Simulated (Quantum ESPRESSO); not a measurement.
# FeO (Wuestite) (Fm-3m) in Quantum ESPRESSO: equation of state, part 2 of 2

Quantum ESPRESSO 7.5.

## Step 6: Single point, PBEsol, collinear spin, ferromagnetic start, 10.21 Å³/atom

pw.in

```
&CONTROL
  calculation = 'scf'
  prefix = 'pwscf'
  outdir = './tmp'
  pseudo_dir = './pseudo'
  tprnfor = .true.
  tstress = .true.
  disk_io = 'nowf'
/
&SYSTEM
  ibrav = 0
  nat = 2
  ntyp = 2
  ecutwfc = 56
  ecutrho = 448
  nbnd = 21
  occupations = 'smearing'
  smearing = 'fd'
  degauss = 0.00367493
  nspin = 2
  starting_magnetization(1) = 0.1875
  starting_magnetization(2) = 0
/
&ELECTRONS
  conv_thr = 4d-10
  electron_maxstep = 120
  mixing_beta = 0.3
/
ATOMIC_SPECIES
Fe    55.8450 fe_pbesol_v1.5.uspp.F.UPF
O     15.9990 o_pbesol_v1.2.uspp.F.UPF
CELL_PARAMETERS angstrom
   0.0000000000    2.1696745882    2.1696745882
   2.1696745882    0.0000000000    2.1696745882
   2.1696745882    2.1696745882    0.0000000000
ATOMIC_POSITIONS crystal
Fe     0.0000000000    0.0000000000    0.0000000000
O      0.5000000000    0.5000000000    0.5000000000
K_POINTS automatic
11 11 11 0 0 0
```

Potentials or basis: GBRV 1.5 PBEsol.

Command:

```console
OMP_NUM_THREADS=1 mpirun -n 2 pw.x -nk 2 -in pw.in > pw.out
```

Run time: 14 s. Hardware: 2 MPI ranks of Intel Xeon 6975P-C (Granite Rapids), shared host; peak memory 0.22 GiB.

Results (log left out):

* Free energy: -3842.3410 eV
* Pressure: -11.7 GPa
* Band gap on the k mesh: none (metal or under the smearing width)
* Net moment: 4.00 μB per cell
* Absolute moment: 4.01 μB per cell
* Site moments: Fe +3.46; O +0.32 μB
* Valence electrons inside the program's atomic spheres: Fe 13.55; O 5.83

Caveat: a cell with one magnetic atom can't hold antiferromagnetic order, which such compounds often take; semilocal functionals often make such compounds metallic where correlation or magnetic order opens a gap, which also shifts bond lengths.

## Step 7: Single point, PBEsol, collinear spin, ferromagnetic start, 10.41 Å³/atom

Edit pw.in of step 6 so:

```diff
@@ -32,5 +32,5 @@
 CELL_PARAMETERS angstrom
-   0.0000000000    2.1696745882    2.1696745882
-   2.1696745882    0.0000000000    2.1696745882
-   2.1696745882    2.1696745882    0.0000000000
+   0.0000000000    2.1837637790    2.1837637790
+   2.1837637790    0.0000000000    2.1837637790
+   2.1837637790    2.1837637790    0.0000000000
 ATOMIC_POSITIONS crystal
```

Command:

```console
OMP_NUM_THREADS=1 mpirun -n 2 pw.x -nk 2 -in pw.in > pw.out
```

Wall time 13 s (2 MPI ranks of Intel Xeon 6975P-C (Granite Rapids), shared host); peak memory 0.22 GiB.

Results (log left out):

| Item | Value |
| --- | --- |
| Free energy | -3842.3085 eV |
| Pressure | -14.6 GPa |
| Band gap on the k mesh | none (metal or under the smearing width) |
| Net moment | 4.00 μB per cell |
| Absolute moment | 4.02 μB per cell |
| Site moments | Fe +3.47; O +0.31 μB |
| Valence electrons inside the program's atomic spheres | Fe 13.57; O 5.84 |

Caveat: a cell with one magnetic atom can't hold antiferromagnetic order, which such compounds often take; semilocal functionals often make such compounds metallic where correlation or magnetic order opens a gap, which also shifts bond lengths.

## Step 8: Single point, PBEsol, collinear spin, ferromagnetic start, 10.61 Å³/atom

Edit pw.in of step 7 so:

```diff
@@ -32,5 +32,5 @@
 CELL_PARAMETERS angstrom
-   0.0000000000    2.1837637790    2.1837637790
-   2.1837637790    0.0000000000    2.1837637790
-   2.1837637790    2.1837637790    0.0000000000
+   0.0000000000    2.1976734774    2.1976734774
+   2.1976734774    0.0000000000    2.1976734774
+   2.1976734774    2.1976734774    0.0000000000
 ATOMIC_POSITIONS crystal
```

Potentials or basis: GBRV 1.5 PBEsol.

Command:

```console
OMP_NUM_THREADS=1 mpirun -n 2 pw.x -nk 2 -in pw.in > pw.out
```

pw.out:

```text
This program is part of the open-source Quantum ESPRESSO suite
     for quantum simulation of materials; please cite
[... 13 lines left out ...]
     --------------------
     sticks:   dense  smooth     PW     G-vecs:    dense   smooth      PW
     Sum        1069     517    163                22995     7991    1459

     Using Slab Decomposition

     bravais-lattice index     =            0
     lattice parameter (alat)  =       5.8732  a.u.
     unit-cell volume          =     143.2571 (a.u.)^3
     number of atoms/cell      =            2
     number of atomic types    =            2
     number of electrons       =        22.00
     number of Kohn-Sham states=           21
     kinetic-energy cutoff     =      56.0000  Ry
     charge density cutoff     =     448.0000  Ry
     scf convergence threshold =      4.0E-10
     mixing beta               =       0.3000
     number of iterations used =            8  plain     mixing
     Exchange-correlation= SLA  PW   PSX  PSC
                           (   1   4  10   8   0   0   0)

[... 238 lines left out ...]
     atom   2 (R=0.292)  charge=  5.8535  magn=  0.3107

     End of self-consistent calculation

     Number of k-points >= 100: set verbosity='high' to print the bands.

     the Fermi energy is    13.3122 ev

!    total energy              =    -282.40157357 Ry
     estimated scf accuracy    <          3.8E-10 Ry
     smearing contrib. (-TS)   =      -0.00091696 Ry
     internal energy E=F+TS    =    -282.40065661 Ry

     The total energy is F=E-TS. E is the sum of the following terms:
     one-electron contribution =    -142.30012875 Ry
     hartree contribution      =      82.41166376 Ry
     xc contribution           =     -36.13992184 Ry
     ewald contribution        =    -186.37226979 Ry

     total magnetization       =     4.00 Bohr mag/cell
     absolute magnetization    =     4.02 Bohr mag/cell

     convergence has been achieved in  11 iterations

     Forces acting on atoms (cartesian axes, Ry/au):

     atom    1 type  1   force =     0.00000000    0.00000000    0.00000000
     atom    2 type  2   force =     0.00000000    0.00000000    0.00000000

     Total force =     0.000000     Total SCF correction =     0.000000

     Computing stress (Cartesian axis) and pressure

          total   stress  (Ry/bohr**3)                   (kbar)     P=     -170.48
  -0.00115892   0.00000000   0.00000000         -170.48        0.00        0.00
   0.00000000  -0.00115892   0.00000000            0.00     -170.48        0.00
   0.00000000   0.00000000  -0.00115892            0.00        0.00     -170.48

=------------------------------------------------------------------------------=
   JOB DONE.
=------------------------------------------------------------------------------=
```

Wall time 13 s (2 MPI ranks of Intel Xeon 6975P-C (Granite Rapids), shared host); peak memory 0.22 GiB.

Results:

| Quantity | Value |
| --- | --- |
| Free energy | -3842.2691 eV |
| Pressure | -17.0 GPa |
| Band gap on the k mesh | none (metal or under the smearing width) |
| Net moment | 4.00 μB per cell |
| Absolute moment | 4.02 μB per cell |
| Site moments | Fe +3.48; O +0.31 μB |
| Valence electrons inside the program's atomic spheres | Fe 13.59; O 5.85 |

Caveat: a cell with one magnetic atom can't hold antiferromagnetic order, which such compounds often take; semilocal functionals often make such compounds metallic where correlation or magnetic order opens a gap, which also shifts bond lengths.

## Step 9: Equation of state, PBEsol, collinear spin, ferromagnetic start

Potentials or basis: GBRV 1.5 PBEsol.

No new run: the results of the series are fitted here.

What came out:

```
Equilibrium volume                      : 9.58 Å³/atom
Bulk modulus                            : 209 GPa
Pressure derivative of the bulk modulus : 4.5
```

Energy against volume, from the lowest point:
| volume (Å³/atom) | energy (meV/atom) |
| --- | --- |
| 9.413 | 1.95 |
| 9.613 | 0.00 |
| 9.813 | 3.40 |
| 10.013 | 11.59 |
| 10.214 | 24.07 |
| 10.414 | 40.32 |
| 10.614 | 60.00 |
